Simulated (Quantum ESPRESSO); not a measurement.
Ga under changes of volume

One of the cells (18.191 Å³/atom); the others are scaled copies at fixed shape and fractional positions:

```
CELL_PARAMETERS angstrom
2.77842 0.00000 0.00000
0.00000 3.28161 0.00000
-1.34343 0.00000 3.99027
ATOMIC_POSITIONS crystal
Ga 0.13460 0.75000 0.77017
Ga 0.86540 0.25000 0.22983
```

This isn't the form of Ga at room conditions, which is orthorhombic.

| Quantity | Value |
| --- | --- |
| Program | Quantum ESPRESSO 7.5 |
| Functional | LDA |
| Potentials or basis | GBRV 1.5 LDA |
| Cutoff | 762 eV |
| Density cutoff | 6095 eV |
| k mesh | 10 × 8 × 7 |
| Occupations | fermi-dirac, width 0.05 eV |
| Spin | no spin polarisation |

```tsv
volume (Å³/atom)	energy over the lowest point (meV/atom)	pressure (GPa)
17.100	?	?
17.463	0.00	-0.4
17.827	2.05	-1.6
18.191	6.74	-2.7
18.555	13.85	-3.7
18.919	23.17	-4.6
19.283	34.44	-5.4
```

Q: What does the run at 17.100 Å³/atom give?

A: Energy over the lowest point 1.08 meV/atom; pressure 1.1 GPa.

Worked out: A Birch-Murnaghan fit of order 3 (a polynomial in V^(-2/3)) to the other rows has its minimum at 17.39 Å³/atom, just outside them, with B0 = V·E''(V) = 63 GPa and B' = 3.7 at fixed shape and positions, which overstates the stiffness. It gives 0.89 meV/atom at 17.100 Å³/atom, against the run's 1.08, and -dE/dV = 1.1 GPa, against 1.1.

Energies are extrapolated to zero smearing.
